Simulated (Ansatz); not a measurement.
## Au in Ansatz: the effect of functional

Crystal: Au.

```
Au
1.0
     2.88054    0.00000    0.00000
    -1.44027    2.49462    0.00000
     0.00000    0.00000    4.84725
Au
2
Direct
  0.66667 0.33333 0.25000
  0.33333 0.66667 0.75000
```

This isn't the form of Au at room conditions, which is fcc.

The cell isn't the ideal one: volume scaled by 0.98.

Alike in all runs:

| Property | Result |
| --- | --- |
| Program | Ansatz 0.2.0 |
| Task | single point |
| Potentials or basis | Ansatz PAW |
| k mesh | 11 × 11 × 6 |
| Occupations | fermi-dirac, width 0.05 eV |
| Spin | no spin polarisation |

```tsv
functional	cutoff	pressure (GPa)
LDA	420 eV (not typed: the program's choice for these potentials)	-8.1
PBEsol	420 eV (not typed: the program's choice for these potentials)	-3.6
r2SCAN	500 eV (not typed: the program's choice for these potentials)	?
```

Question: What does the run with functional r2SCAN give?

Answer: Pressure 1.4 GPa.

Caveats: the PAW data sets come from PBE, with cores solved anew for the run's functional, which leaves a small shift of forces and pressure.
